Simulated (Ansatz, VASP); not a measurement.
# ZnAu: VASP beside Ansatz

```
CELL_PARAMETERS angstrom
3.23343 0.00000 0.00000
0.00000 3.23343 0.00000
0.00000 0.00000 3.23343
ATOMIC_POSITIONS crystal
Au 0.00000 0.00000 0.00000
Zn 0.50000 0.50000 0.50000
```

Alike in both runs: task density of states; functional r2SCAN; k mesh 10 × 10 × 10; no spin polarisation.

```csv
,VASP,Ansatz
version,VASP 6.6.1,Ansatz 0.2.0
potentials or method,"VASP PAW PBE potentials, release 64 (Au, Zn)",PAW plane waves
plane-wave cutoff (eV),520,500
occupations,tetrahedron,"fermi-dirac, width 0.0296 eV"
valence electrons in the cell,23,31
```

Ansatz gave:

- pressure (GPa): -8.8

Estimate VASP's values.

pressure (GPa): -8.5.

The two sets of potentials don't hold the same shells in valence.

Caveats: the PAW data sets were made with another functional, which shifts forces and pressure a little (VASP); tetrahedron occupations give inexact forces and stress in metals. The runs have no spin-orbit coupling, so splittings on Au are missing.
